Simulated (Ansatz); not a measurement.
**PbF2 (Fluorocronite) in Ansatz: the effect of functional**

Crystal: PbF2 (Fluorocronite).

```
Pb F
1.0
     0.00000    2.94377    2.94377
     2.94377    0.00000    2.94377
     2.94377    2.94377    0.00000
Pb F
1 2
Direct
  0.00000 0.00000 0.00000
  0.75000 0.75000 0.75000
  0.25000 0.25000 0.25000
```

The cell isn't the ideal one: volume scaled by 0.98.

Alike in all runs:

```yaml
Program: Ansatz 0.2.0
Task: single point
Potentials_or_basis: Ansatz PAW
k_mesh: 8 × 8 × 8
Occupations: fermi-dirac, width 0.05 eV
Spin: no spin polarisation
```

```tsv
functional	cutoff	gap on the mesh (eV)	pressure (GPa)
LDA	420 eV (not typed: the program's choice for these potentials)	?	?
r2SCAN	500 eV (not typed: the program's choice for these potentials)	4.92	1.4
PBE	420 eV (not typed: the program's choice for these potentials)	4.41	4.4
```

What does the run with functional LDA give?

gap on the mesh 4.26 eV; pressure -3.1 GPa.

Caveats: spin-orbit coupling is left out, which as a rule narrows the gap of such compounds by several tenths of an eV; the PAW data sets come from PBE, with cores solved anew for the run's functional, which leaves a small shift of forces and pressure (some runs).

A k mesh can miss the band edges.
